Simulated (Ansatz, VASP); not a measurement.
# GeSbTe3 in VASP and in Ansatz

```
Ge Sb Te
1.0
     6.42351    0.00000    0.00000
    -3.21175    5.56292    0.00000
     0.00000    0.00000    5.54031
Ge Sb Te
1 1 3
Cartesian
  0.0000 0.0000 2.7702
  0.0000 0.0000 0.0000
  3.2118 0.0000 0.0000
  -1.6059 2.7815 0.0000
  1.6059 2.7815 0.0000
```

Alike in both runs: functional PBE; k mesh 6 × 6 × 8; occupations gaussian, width 0.1 eV; no spin polarisation.

Ansatz relaxed the structure, and its values are those at the end. VASP's run is a single point on that final structure, the one shown.

|  | VASP | Ansatz |
| --- | --- | --- |
| version | VASP 6.6.1 | Ansatz 0.2.0 |
| potentials or method | VASP PAW PBE potentials, release 64 (Ge_d, Sb, Te) | scalar-relativistic, plane waves, PAW |
| plane-wave cutoff (eV) | 520 | 420 |
| valence electrons in the cell | 37 | 77 |

```tsv
	VASP	Ansatz	Ansatz less VASP
gap on the k mesh at the Fermi level (eV)	none	none	-
pressure (GPa)	0.0	0.0	+0.04
```

A gap of «none» marks a metal or a gap that the smearing closes. The functional is the same, so the differences come from potentials, cutoffs and numerics. The two sets of potentials don't hold the same shells in valence.

Spin-orbit coupling is left out, which matters for the levels of Sb, Te.
